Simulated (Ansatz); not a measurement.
BAs:

```
B As
1.0
     2.12755    0.00000    0.00000
     0.00000    3.17406    0.00000
     0.00000    0.00000    4.95098
B As
1 1
Cartesian
  0.0000 1.5870 0.0000
  1.0638 1.5870 2.4755
```

The cell was built by a generator and needn't be a form met in nature.

| Item | Value |
| --- | --- |
| Program | Ansatz 0.2.0 |
| Task | relaxation of cell and atoms |
| Functional | RPBE |
| Dispersion | D3(BJ) |
| Potentials or basis | Ansatz PAW |
| Cutoff | 420 eV (not typed: the program's choice for these potentials) |
| k mesh | 12 × 8 × 6 |
| Occupations | fermi-dirac, width 0.05 eV |
| Spin | no spin polarisation |

At the start: volume 16.72 Å³/atom.

Where does the relaxation end?

It ends after 16 steps and the volume is 13.66 Å³/atom (-18.3 %); space group Pmmm (No. 47, to 0.05 Å).

Step by step:
```
step  energy change (eV)  largest force (eV/Å)  volume (Å³)
   1              0.0000                0.0000        33.43
   2             -0.4661                0.0000        31.85
   3             -0.9385                0.0000        30.74
   4             -1.2747                0.0000        29.16
   5             -1.6345                0.0000        28.11
   6             -1.7831                0.0000        26.31
   7             -1.8577                0.0000        26.87
   8             -1.8810                0.0000        27.08
   9             -1.8868                0.0000        27.18
  10             -1.8900                0.0000        27.33
  11             -1.8901                0.0000        27.30
  12             -1.8901                0.0000        27.29
  13             -1.8970                0.0000        27.29
  14             -1.8972                0.0000        27.32
  15             -1.8972                0.0000        27.33
  16             -1.8972                0.0000        27.33
```

Final structure:
```cif
data_structure
_symmetry_space_group_name_H-M 'P 1'
_symmetry_Int_Tables_number 1
_cell_length_a 2.5057
_cell_length_b 2.4012
_cell_length_c 4.5422
_cell_angle_alpha 90.000
_cell_angle_beta 90.000
_cell_angle_gamma 90.000
_cell_volume 27.33
loop_
_atom_site_label
_atom_site_type_symbol
_atom_site_fract_x
_atom_site_fract_y
_atom_site_fract_z
_atom_site_occupancy
B1 B 0.00000 0.50000 0.00000 1
As1 As 0.50000 0.50000 0.50000 1
```

Caveat: the volume moved by over 15 % at a fixed basis, so the end points are rough; the plane-wave basis is chosen anew once the cell has moved, so the energies of steps on either side of that aren't comparable; the PAW data sets come from PBE, with cores solved anew for the run's functional, which leaves a small shift of forces and pressure.
